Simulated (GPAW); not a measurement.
Input of a GPAW 26.7.0 run:

The input run.py:

```python
from ase.dft.bandgap import bandgap
from ase.io import read, write
from ase.units import GPa
from gpaw import GPAW, PW

atoms = read('POSCAR')

calc = GPAW(mode=PW(650),
            xc='PBE',
            kpts={'size': (5, 5, 5), 'gamma': True},
            occupations={'name': 'fermi-dirac', 'width': 0.05},
            nbands=36,
            maxiter=120,
            txt='gpaw.txt')
atoms.calc = calc
energy = atoms.get_potential_energy()
forces = atoms.get_forces()
stress = atoms.get_stress()
calc.write('gs.gpw')
write('result.traj', atoms)
print(f'Energy: {energy:.6f} eV')
print('Forces (eV/A):')
print(forces.round(4))
print('Stress (GPa):', (stress / GPa).round(3))
print('Fermi level:', round(calc.get_fermi_level(), 4), 'eV')
print(f'Gap: {bandgap(calc)[0]:.4f} eV, direct: {bandgap(calc, direct=True)[0]:.4f} eV')
```

File POSCAR:

```
BaTiO3
1.0
    3.9998000000      0.0000000000      0.0000000000
    0.0000000000      3.9998000000      0.0000000000
    0.0000000000      0.0000000000      4.0180000000
Ba Ti O
1 1 3
Direct
    0.0000000000      0.0000000000      0.0000000000
    0.5000000000      0.5000000000      0.4900000000
    0.0000000000      0.5000000000      0.5170000000
    0.5000000000      0.0000000000      0.5170000000
    0.5000000000      0.5000000000      0.0190000000
```

Potentials or basis: GPAW PAW data sets (gpaw-data 1.2.1), pw.

Command:

```sh
$ OMP_NUM_THREADS=1 python run.py
```

Q: Estimate the largest force.

A: 0.254 eV/Å.

Q: Estimate the band gap on the k mesh.

A: 1.97 eV, indirect (least direct gap 2.09 eV).

Q: What does it give for the pressure?

A: 1.7 GPa.

Forces in eV/Å, atoms in the order of the input:
```
Ba   0.000  0.000  0.062
Ti   0.000  0.000 -0.106
O    0.000  0.000 -0.102
O    0.000  0.000 -0.102
O    0.000  0.000  0.254
```

Caveat: the cutoff is short for stress and forces, so pressures can be off by a GPa or more; spin-orbit coupling is left out, which moves the levels of the heavy elements; an odd mesh through Γ misses points on the zone boundary, where band edges often lie.
